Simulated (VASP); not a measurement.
Runs of VASP 6.6.1 on TiO2. It takes space group P4_2/mnm (No. 136, tetragonal). Conventional cell: a = 4.600 Å, b = 4.600 Å, c = 2.959 Å, α = 90.00°, β = 90.00°, γ = 90.00°. Ti (site symmetry mmm) is surrounded by 6 O at 1.95 to 1.98 Å. O (site symmetry m2m) has 3 Ti at 1.95 to 1.98 Å as nearest neighbours. The cell is a database's computed one.

```csv
task,level,potentials or basis,cell,cutoff (eV),gap on the mesh (eV),pressure (GPa),relaxed volume (Å³/atom)
relaxation of cell and atoms,PBEsol,"VASP PAW PBE potentials, release 64 (Ti_sv, O)",relaxed,600,(b),0.0,10.34
band structure,LDA,"VASP PAW LDA potentials, release 64 (Ti_sv, O)",as given,520,1.75,-,-
band structure,RPBE,"VASP PAW PBE potentials, release 64 (Ti_sv, O)",as given,520,1.87,-,-
relaxation of cell and atoms,LDA,"VASP PAW LDA potentials, release 64 (Ti_sv, O)",relaxed,600,1.82,0.0,10.09
relaxation of cell and atoms,RPBE,"VASP PAW PBE potentials, release 64 (Ti_sv, O)",relaxed,600,1.84,0.0,10.93
band structure,PBEsol,"VASP PAW PBE potentials, release 64 (Ti_sv, O)",as given,520,(a),-2.1,-
```

Alike in all rows: no spin polarisation; k mesh 6 × 6 × 9; smearing fermi-dirac 0.05 eV.

Problem. Estimate the missing entries.

Solution. (a) 1.80; (b) 1.83.

Caveats: the PAW data sets were made with another functional, which shifts forces and pressure a little (some runs); an odd mesh through Γ misses points on the zone boundary, where band edges often lie (some runs).

Runs at the PBE level aren't shown here.
